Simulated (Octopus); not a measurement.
# ZnSe (Stilleite) (F-43m) in Octopus: equation of state

How stiff is ZnSe (Stilleite) in PBEsol, and what volume does it want? The cell is scaled to several volumes.

All numbers are computed with Octopus 16.4; they aren't measurements. Logs are shortened: lines on timing, memory, paths and dates and some standing lists are left out, and cuts for length are marked.

## (1) Starting point

Symmetry: F-43m, No. 216, cubic system. The conventional cell has a = 5.668 Å, b = 5.668 Å, c = 5.668 Å, α = 90.00°, β = 90.00°, γ = 90.00°. Se (site symmetry -43m) is surrounded by 4 Zn at 2.45 Å. Zn (site symmetry -43m) is surrounded by 4 Se at 2.45 Å.

## (2) Equation of state, PBEsol, 22.76 Å³/atom

inp

```
CalculationMode = gs
UnitsOutput = eV_Angstrom
PeriodicDimensions = 3
ExperimentalFeatures = yes
PseudopotentialSet = pseudodojo_pbesol
%LatticeParameters
 1*angstrom | 1*angstrom | 1*angstrom
%
%LatticeVectors
 0 | 2.8338 | 2.8338
 2.8338 | 0 | 2.8338
 2.8338 | 2.8338 | 0
%
%ReducedCoordinates
 "Se" | 0.75 | 0.75 | 0.75
 "Zn" | 0 | 0 | 0
%
%Spacing
 0.12927737*angstrom | 0.12927737*angstrom | 0.12927737*angstrom
%
DerivativesOrder = 8
%KPointsGrid
 8 | 8 | 8
%
KPointsUseSymmetries = yes
XCFunctional = gga_x_pbe_sol + gga_c_pbe_sol
SmearingFunction = fermi_dirac
Smearing = 0.05*eV
ExtraStates = 6
Eigensolver = chebyshev_filter
ConvRelDens = 3e-7
MaximumIter = 120
%Output
 density | cube
 elf | cube
 potential | cube
%
```

Potentials or basis: pseudodojo_pbesol (PseudoDojo 0.4, PBEsol).

The run is started by

```
$ OMP_NUM_THREADS=1 octopus > out.log
```

out.log:

```text
Running octopus

[... 13 lines left out ...]

Input: [AllElectronType = no]
Input: [PseudopotentialSet = pseudodojo_pbesol]
Reading Coordinates from ReducedCoordinates block

****************************** Species *******************************
  Species 'Se'
    type             : pseudopotential
    file             : 'Se.upf'
    file format      : UPF2
    valence charge   : 16.0
    atomic number    :  34
    form on file     : kleinman-bylander
    lmax             : 2
    llocal           : -1
    projectors per l : 2
    total projectors : 6
    application form : kleinman-bylander
    orbitals         :  9
    bound orbitals   :  9

  Species 'Zn'
    type             : pseudopotential
    file             : 'Zn.upf'
    file format      : UPF2
    valence charge   : 20.0
    atomic number    :  30
    form on file     : kleinman-bylander
    lmax             : 2
    llocal           : -1
    projectors per l : 2
    total projectors : 6
    application form : kleinman-bylander
    orbitals         : 10
    bound orbitals   : 10

**********************************************************************

***************************** Symmetries *****************************
Space group No.  216
International: F-43m
Schoenflies: Td^2
Info: The system has    24 symmorphic symmetries that can be used.
  Index                Rotation matrix                      Fractional translations
    1 :     1   0   0     0   1   0     0   0   1      0.000000    0.000000    0.000000
    2 :     0   0  -1     1   0  -1     0   1  -1      0.000000    0.000000    0.000000
    3 :     0  -1   1     0  -1   0     1  -1   0      0.000000    0.000000    0.000000
    4 :    -1   1   0    -1   0   1    -1   0   0      0.000000    0.000000    0.000000
    5 :    -1   0   0    -1   0   1    -1   1   0      0.000000    0.000000    0.000000
    6 :     1  -1   0     0  -1   0     0  -1   1      0.000000    0.000000    0.000000
[... 16 lines left out ...]
   23 :     1   0  -1     0   0  -1     0   1  -1      0.000000    0.000000    0.000000
[... 234 lines left out ...]
      1       5     -123.181723    2.000000   ( 9.6E-07)
      1       6     -123.181723    2.000000   ( 1.7E-06)
      1      10     -123.181722    2.000000   ( 1.5E-06)
      1       7     -123.181722    2.000000   ( 1.7E-06)
[... 23 lines left out ...]
     24      27       14.679166    0.000000   ( 1.2E-01)
     24      28       14.782002    0.000000   ( 9.4E-02)
     24      26       14.785278    0.000000   ( 1.3E-01)
     24      21       14.910212    0.000000   ( 1.1E-01)
     24      29       15.103508    0.000000   ( 8.3E-02)
     24      20       15.293789    0.000000   ( 1.5E-01)
     24      10       15.438041    0.000000   ( 1.2E-01)
     24      24       15.464675    0.000000   ( 1.3E-01)

Density of states:

-----------------------------------------------------------%----------
--------------------------------------%--------------------%----------
--------------------------------------%--------------------%----------
--------------------------------------%--------------------%----------
--------------------------------------%--------------------%----------
-----------------------%--------------%--------------------%----------
-----------------------%--------------%--------------------%----------
-----------------------%--------------%--------------------%----------
%----------------------%--------------%----------------%---%%%--%%%%--
%----------------------%--------------%----------------%---%%%-%%%%%%-
                                                              ^

Fermi energy =     0.866569 eV

**********************************************************************

** Warning:
**   Symmetrization discrepancy ratio (scalar) =  5.64982E-03

*********************** SCF CYCLE ITER #    2 ************************
 etot  = -8.98013177E+03 abs_ev   =  7.87E+00 rel_ev   =  6.14E-03
 ediff =        9.02E-01 abs_dens =  2.92E-01 rel_dens =  8.10E-03
Matrix vector products: 725
Converged eigenvectors: 0
[... 139 lines left out ...]
*********************** SCF CYCLE ITER #   14 ************************
 etot  = -8.98183997E+03 abs_ev   =  6.33E-04 rel_ev   =  4.93E-07
 ediff =        5.12E-05 abs_dens =  6.99E-06 rel_dens =  1.94E-07
Matrix vector products: 725
Converged eigenvectors: 116

#  State  KPoint  Eigenvalue [eV]  Occupation    Error
      1       1     -124.486848    2.000000   ( 1.1E-08)
      1       2     -124.486848    2.000000   ( 1.1E-08)
      1       3     -124.486848    2.000000   ( 1.1E-08)
      1       4     -124.486848    2.000000   ( 1.1E-08)
      1       5     -124.486847    2.000000   ( 1.1E-08)
      1       6     -124.486847    2.000000   ( 1.1E-08)
      1      10     -124.486847    2.000000   ( 1.1E-08)
      1       7     -124.486847    2.000000   ( 1.1E-08)
[... 23 lines left out ...]
     24      23       13.603348    0.000000   ( 2.0E-02)
     24      24       13.743135    0.000000   ( 2.0E-02)
     24      17       13.797494    0.000000   ( 2.1E-02)
     24      21       13.966566    0.000000   ( 5.7E-02)
     24      26       14.141056    0.000000   ( 6.7E-02)
     24      28       14.412824    0.000000   ( 5.5E-02)
     24      27       14.414514    0.000000   ( 7.0E-02)
     24      29       14.814771    0.000000   ( 5.6E-02)

Density of states:

---------------------------------------%-------------------%----------
---------------------------------------%-------------------%----------
---------------------------------------%-------------------%----------
---------------------------------------%-------------------%----------
-----------------------%---------------%-------------------%----------
-----------------------%---------------%-------------------%----------
-----------------------%---------------%-------------------%----------
-----------------------%---------------%-------------------%-%---%----
%----------------------%---------------%----------------%--%%%--%%%%--
%----------------------%---------------%----------------%--%%%--%%%%%-
                                                              ^

Fermi energy =     1.045010 eV

**********************************************************************

Info: SCF converged in   14 iterations

** Warning:
**   Some of the states are not fully converged!

Info: Number of matrix-vector products:      10150
Info: Writing output to static/

Info: Finished writing information to 'restart/gs'.

Octopus emitted 18 warnings.
```

It took 5.1 min on 1 thread of Intel Xeon Platinum 8488C (Sapphire Rapids), shared host; peak memory 1.1 GiB.

What came out:

```
Free energy            : -8981.8396 eV
Band gap on the k mesh : 1.17 eV, direct
```

## (3) Equation of state, PBEsol, 22.30 Å³/atom (volume scaled by 0.98)

inp, as its differences from that of step 2:

```diff
@@ -9,5 +9,5 @@
 %LatticeVectors
- 0 | 2.8338 | 2.8338
- 2.8338 | 0 | 2.8338
- 2.8338 | 2.8338 | 0
+ 0 | 2.814780635 | 2.814780635
+ 2.814780635 | 0 | 2.814780635
+ 2.814780635 | 2.814780635 | 0
 %
@@ -18,3 +18,3 @@
 %Spacing
- 0.12927737*angstrom | 0.12927737*angstrom | 0.12927737*angstrom
+ 0.12840971*angstrom | 0.12840971*angstrom | 0.12840971*angstrom
 %
@@ -32,6 +32 @@
 MaximumIter = 120
-%Output
- density | cube
- elf | cube
- potential | cube
-%
```

Potentials or basis: pseudodojo_pbesol (PseudoDojo 0.4, PBEsol).

The run is started by

```
$ OMP_NUM_THREADS=1 octopus > out.log
```

Wall time 5 min (1 thread of Intel Xeon Platinum 8488C (Sapphire Rapids), shared host); peak memory 1.1 GiB.

The run converged. Its results:

- Free energy: -8981.8335 eV
- Band gap on the k mesh: 1.25 eV, direct

## (4) Equation of state, PBEsol, 23.21 Å³/atom (volume scaled by 1.02)

inp, as its differences from that of step 3:

```diff
@@ -9,5 +9,5 @@
 %LatticeVectors
- 0 | 2.814780635 | 2.814780635
- 2.814780635 | 0 | 2.814780635
- 2.814780635 | 2.814780635 | 0
+ 0 | 2.8525674344 | 2.8525674344
+ 2.8525674344 | 0 | 2.8525674344
+ 2.8525674344 | 2.8525674344 | 0
 %
@@ -18,3 +18,3 @@
 %Spacing
- 0.12840971*angstrom | 0.12840971*angstrom | 0.12840971*angstrom
+ 0.13013353*angstrom | 0.13013353*angstrom | 0.13013353*angstrom
 %
```

The run is started by

```
$ OMP_NUM_THREADS=1 octopus > out.log
```

Wall time 5.1 min (1 thread of Intel Xeon Platinum 8488C (Sapphire Rapids), shared host); peak memory 1.1 GiB.

The run converged. Its results:

| Property | Result |
| --- | --- |
| Free energy | -8981.8400 eV |
| Band gap on the k mesh | 1.09 eV, direct |

## (5) Equation of state, PBEsol, 21.85 Å³/atom (volume scaled by 0.96)

inp, as its differences from that of step 4:

```diff
@@ -9,5 +9,5 @@
 %LatticeVectors
- 0 | 2.8525674344 | 2.8525674344
- 2.8525674344 | 0 | 2.8525674344
- 2.8525674344 | 2.8525674344 | 0
+ 0 | 2.7955007105 | 2.7955007105
+ 2.7955007105 | 0 | 2.7955007105
+ 2.7955007105 | 2.7955007105 | 0
 %
@@ -18,3 +18,3 @@
 %Spacing
- 0.13013353*angstrom | 0.13013353*angstrom | 0.13013353*angstrom
+ 0.12753016*angstrom | 0.12753016*angstrom | 0.12753016*angstrom
 %
```

The run is started by

```
$ OMP_NUM_THREADS=1 octopus > out.log
```

Wall time 5 min (1 thread of Intel Xeon Platinum 8488C (Sapphire Rapids), shared host); peak memory 1.1 GiB.

The run converged. Its results:

* Free energy: -8981.8281 eV
* Band gap on the k mesh: 1.33 eV, direct

## (6) Equation of state, PBEsol, 23.67 Å³/atom (volume scaled by 1.04)

inp, as its differences from that of step 5:

```diff
@@ -9,5 +9,5 @@
 %LatticeVectors
- 0 | 2.7955007105 | 2.7955007105
- 2.7955007105 | 0 | 2.7955007105
- 2.7955007105 | 2.7955007105 | 0
+ 0 | 2.8710911185 | 2.8710911185
+ 2.8710911185 | 0 | 2.8710911185
+ 2.8710911185 | 2.8710911185 | 0
 %
@@ -18,3 +18,3 @@
 %Spacing
- 0.12753016*angstrom | 0.12753016*angstrom | 0.12753016*angstrom
+ 0.13097858*angstrom | 0.13097858*angstrom | 0.13097858*angstrom
 %
```

Potentials or basis: pseudodojo_pbesol (PseudoDojo 0.4, PBEsol).

The run is started by

```
$ OMP_NUM_THREADS=1 octopus > out.log
```

Run time: 5 min. Hardware: 1 thread of Intel Xeon Platinum 8488C (Sapphire Rapids), shared host; peak memory 1.1 GiB.

Results (log left out):

| Property | Result |
| --- | --- |
| Free energy | -8981.8340 eV |
| Band gap on the k mesh | 1.02 eV, direct |

## (7) Equation of state, PBEsol, 21.39 Å³/atom (volume scaled by 0.94)

inp, as its differences from that of step 6:

```diff
@@ -9,5 +9,5 @@
 %LatticeVectors
- 0 | 2.8710911185 | 2.8710911185
- 2.8710911185 | 0 | 2.8710911185
- 2.8710911185 | 2.8710911185 | 0
+ 0 | 2.7759511149 | 2.7759511149
+ 2.7759511149 | 0 | 2.7759511149
+ 2.7759511149 | 2.7759511149 | 0
 %
@@ -18,3 +18,3 @@
 %Spacing
- 0.13097858*angstrom | 0.13097858*angstrom | 0.13097858*angstrom
+ 0.12663831*angstrom | 0.12663831*angstrom | 0.12663831*angstrom
 %
```

The run is started by

```
$ OMP_NUM_THREADS=1 octopus > out.log
```

It took 5.1 min on 1 thread of Intel Xeon Platinum 8488C (Sapphire Rapids), shared host; peak memory 1.1 GiB.

It converged, with:

```
Free energy            : -8981.8112 eV
Band gap on the k mesh : 1.42 eV, direct
```

## (8) Equation of state, PBEsol, 24.12 Å³/atom (volume scaled by 1.06)

inp, as its differences from that of step 7:

```diff
@@ -9,5 +9,5 @@
 %LatticeVectors
- 0 | 2.7759511149 | 2.7759511149
- 2.7759511149 | 0 | 2.7759511149
- 2.7759511149 | 2.7759511149 | 0
+ 0 | 2.8893788162 | 2.8893788162
+ 2.8893788162 | 0 | 2.8893788162
+ 2.8893788162 | 2.8893788162 | 0
 %
@@ -18,3 +18,3 @@
 %Spacing
- 0.12663831*angstrom | 0.12663831*angstrom | 0.12663831*angstrom
+ 0.13181286*angstrom | 0.13181286*angstrom | 0.13181286*angstrom
 %
@@ -32 +32,6 @@
 MaximumIter = 120
+%Output
+ density | cube
+ elf | cube
+ potential | cube
+%
```

The run is started by

```
$ OMP_NUM_THREADS=1 octopus > out.log
```

It took 5.7 min on 1 thread of Intel Xeon Platinum 8488C (Sapphire Rapids), shared host; peak memory 1.1 GiB.

It converged, with:

* Free energy: -8981.8235 eV
* Band gap on the k mesh: 0.95 eV, direct

## (9) Equation of state, PBEsol

Potentials or basis: pseudodojo_pbesol (PseudoDojo 0.4, PBEsol).

No new run: the results of the series are fitted here.

What came out:

| Item | Value |
| --- | --- |
| Equilibrium volume | 22.93 Å³/atom (rough: see the caveat) |
| Bulk modulus | 43 GPa (rough) |

Energy against volume, from the lowest point:
```
volume (Å³/atom)  energy (meV/atom)
          21.391              14.37
          21.846               5.96
          22.301               3.22
          22.757               0.21
          23.212               0.00
          23.667               3.01
          24.122               8.25
```

Caveat: the fit is doubtful: noisy points or a state that changes with volume; the number of grid points is fixed, so the spacing changes with the cell, which shifts volumes and moduli.
